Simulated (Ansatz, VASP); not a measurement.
## One calculation of Ru, two programs

Contents of INCAR:

```
PREC = Accurate
ENCUT = 520
EDIFF = 1E-6
ISMEAR = 0
SIGMA = 0.15
LREAL = False
LASPH = True
NELM = 80
ALGO = Fast
ISIF = 2
LWAVE = False
LCHARG = False
GGA = PS
NBANDS = 21
```

Contents of KPOINTS:

```
regular mesh
0
Gamma
  21 21 12
```

POSCAR

```
Ru
1.0
    2.7181872917      0.0000000000      0.0000000000
   -1.3590936458      2.3540192469      0.0000000000
    0.0000000000      0.0000000000      4.0305281162
Ru
2
Direct
    0.3333333333      0.6666666667      0.2500000000
    0.6666666667      0.3333333333      0.7500000000
```

Input for Ansatz:

```yaml
crystal:
  lattice:
    - [2.7181872917, 0.0, 0.0]
    - [-1.3590936458, 2.3540192469, 0.0]
    - [0.0, 0.0, 4.0305281162]
  atoms:
    - { symbol: Ru, position: [0.3333333333, 0.6666666667, 0.25] }
    - { symbol: Ru, position: [0.6666666667, 0.3333333333, 0.75] }
basis:
  ecutwfc: 420
kpoints:
  mp_grid: { grid: [21, 21, 12] }
hamiltonian:
  xc: pbesol
  pseudopotentials: { kind: paw, azcp: { folder: soft_1 } }
scf:
  occupations: { method: gaussian, width: 0.15 }
output:
  forces: true
  stress: true
  eigenvalues: true
  write_density: true
  write_potential: true
  elf: true
  volumetric_format: npy
```

Alike in both runs: task single point; functional PBEsol; k mesh 21 × 21 × 12; occupations gaussian, width 0.15 eV; no spin polarisation.

```csv
,VASP,Ansatz
version,VASP 6.6.1,Ansatz 0.2.0
potentials or method,"VASP PAW PBE potentials, release 64 (Ru_pv)","scalar-relativistic, plane waves, PAW"
plane-wave cutoff (eV),520,420
valence electrons in the cell,28,32
```

```csv
,VASP,Ansatz,Ansatz less VASP
gap on the k mesh at the Fermi level (eV),none,none,-
pressure (GPa),14.9,15.0,+0.07
largest component of the traceless stress (GPa),22.33,22.34,+0.010
```

A gap of «none» marks a metal or a gap that the smearing closes. The two sets of potentials don't hold the same shells in valence. Ansatz warned: «pseudo_functional_mismatch».

Caveats: the PAW data sets were made with another functional, which shifts forces and pressure a little (VASP).
